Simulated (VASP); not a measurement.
Runs of VASP 6.6.1 on Ga2O3. Symmetry: R-3c, No. 167, trigonal system. The conventional cell has a = 4.983 Å, b = 4.983 Å, c = 13.433 Å, α = 90.00°, β = 90.00°, γ = 120.00°. Around Ga (site symmetry 3) lie 6 O at 1.92 to 2.08 Å. Around O (site symmetry 2) lie 4 Ga at 1.92 to 2.08 Å. The cell was built by a generator and needn't be a form met in nature.

```csv
level,potentials or basis,gap on the mesh (eV),pressure (GPa),relaxed volume (Å³/atom),largest force (eV/Å)
PBEsol,"VASP PAW PBE potentials, release 64 (Ga_d, O)",(a),0.0,(b),0.02
r2SCAN,"VASP PAW PBE potentials, release 64 (Ga_d, O)",3.52,0.0,9.70,0.01
LDA,"VASP PAW LDA potentials, release 64 (Ga_d, O)",(c),0.0,9.47,-
PBE,"VASP PAW PBE potentials, release 64 (Ga_d, O)",2.40,0.1,10.09,0.02
```

Alike in all rows: task relaxation of cell and atoms; no spin polarisation; cell relaxed; k mesh 4 × 4 × 4; cutoff (eV) 600; smearing fermi-dirac 0.05 eV.

Task: Fill in the values left out.

Result: (a) 2.73; (b) 9.72; (c) 3.03.

Caveats: the PAW data sets were made with another functional, which shifts forces and pressure a little (some runs).

A k mesh can miss the band edges, and the runs leave out spin-orbit coupling on Ga.

Not every run made on this cell is shown here.
